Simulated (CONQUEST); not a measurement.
Crystal: Ge.

```
Ge
1.0
     4.00068    0.00000    0.00000
     0.00000    4.00068    0.00000
     0.00000    0.00000    5.65782
Ge
4
Direct
  0.00045 0.51385 0.24711
  0.50045 0.01385 0.74711
  0.00157 0.00202 0.49142
  0.50157 0.50203 0.99142
```

The cell isn't the ideal one: atoms moved at random, drawn with an rms of 0.05 Å.

Base run:

```yaml
Program: CONQUEST 1.3
Functional: PBE
Potentials_or_basis: PseudoDojo NC PBE, DZP, grid cutoff 200 Ha
k_mesh: 7 × 7 × 5
Occupations: fermi-dirac, width 0.05 eV
Spin: no spin polarisation
```

Its results: band gap on the k mesh none (metal or under the smearing width); pressure 4.4 GPa; largest force 0.710 eV/Å.

**Question.** After a change of settings the same cell gave: band gap on the k mesh none (metal or under the smearing width); pressure 8.2 GPa; largest force 0.883 eV/Å. Which change was it?
A. potentials or basis from PseudoDojo NC PBE, DZP, grid cutoff 200 Ha to PseudoDojo NC PBE, DZ, grid cutoff 120 Ha
B. potentials or basis from PseudoDojo NC PBE, DZP, grid cutoff 200 Ha to PseudoDojo NC PBE, DZP, grid cutoff 80 Ha
C. potentials or basis from PseudoDojo NC PBE, DZP, grid cutoff 200 Ha to PseudoDojo NC PBE, SZP, grid cutoff 120 Ha
D. potentials or basis from PseudoDojo NC PBE, DZP, grid cutoff 200 Ha to PseudoDojo NC PBE, DZP, multi-site functions of range 5 bohr, grid cutoff 120 Ha

**Answer.** C.

Caveats: the box holds several primitive cells, so bands are folded and the points are those of the box's own zone; the basis of atomic orbitals isn't converged, which shifts pressures, moduli and gaps; the atomic basis is small (some runs).
